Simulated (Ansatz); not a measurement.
**Structures of TiPbO₃: which is lowest?**

Plane-wave DFT in Ansatz with scalar-relativistic PAW potentials, cutoff 420 eV, Γ-centred meshes chosen by cell and gap, Gaussian smearing with energies taken to zero width. Every cell was relaxed (cell and atoms) in a run of its own, within the symmetry of its start. Functional: PBEsol.

Relaxed structures (starts from databases or built by putting these elements on another compound's sites):
A. Pm-3m, 5 atoms in the computed cell, a = 3.919 Å; sites (symmetry × multiplicity) Ti m-3m × 1, Pb m-3m × 1, O 4/mm.m × 3; start: database
B. P4mm, 5 atoms in the computed cell, a = 3.859 Å, c = 4.268 Å; sites (symmetry × multiplicity) Ti 4mm × 1, Pb 4mm × 1, O 2mm. × 2 + 4mm × 1; start: database

Question: Rank them by energy. Could pressure change the order?

Answer:
| structure | group | E − E(lowest) (meV/atom) | V (Å³/atom) | gap on mesh (eV) |
| --- | --- | --- | --- | --- |
| B | P4mm | 0.0 | 12.71 | 1.70 |
| A | Pm-3m | 17.5 | 12.04 | 1.57 |

B is lowest, 17 meV/atom under A. A is denser by 0.67 Å³/atom, so pressure favours it: ΔE/ΔV, with ΔE in eV and 1 eV/Å³ = 160.2 GPa, gives about 4.2 GPa for equal enthalpy if both cells were rigid, a rough figure since the two compress differently. Other structures may lie lower than all of these, and vibrations aren't counted.

Spin-orbit coupling is left out, which matters for the bands of heavy elements. For Tl, Pb and Bi spin-orbit coupling shifts energies too.